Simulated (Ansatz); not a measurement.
# Is this CaO structure a true minimum?

The cell was reached from a generator's guess, though it ends in a space group that the Crystallography Open Database lists for this formula.

Theory: DFT PBE, scalar-relativistic, plane waves, PAW in Ansatz. Settings: cutoff 420 eV, Γ-centred mesh 8×8×8 on the computed 2-atom cell, Gaussian smearing of 0.02 eV; no spin polarisation.

The cell below (2 atoms, space group Fm-3m (No. 225)) is relaxed within its symmetry.

```
CELL_PARAMETERS angstrom
0.00000 2.41552 2.41552
2.41552 0.00000 2.41552
2.41552 2.41552 0.00000
ATOMIC_POSITIONS crystal
Ca 0.00000 0.00000 0.00000
O 0.50000 0.50000 0.50000
```

For the test a repeat of it with 8 atoms (edges 3.42, 5.92, 5.92 Å) was strained at random (σ = 1.5 % a component), the atoms were moved at random (σ = 0.15 Å), and all was relaxed again on a coarse 4×4×4 mesh (in the run’s order of axes) with 0.10 eV smearing, with no symmetry imposed.

Question: Does it come back?

Answer: It returns, within 1 meV/atom of the unmoved cell on that mesh and with the same symmetry when read at 0.1 Å. No instability shows in this cell; modes of other wave vectors, which need another repeat, aren't tested.
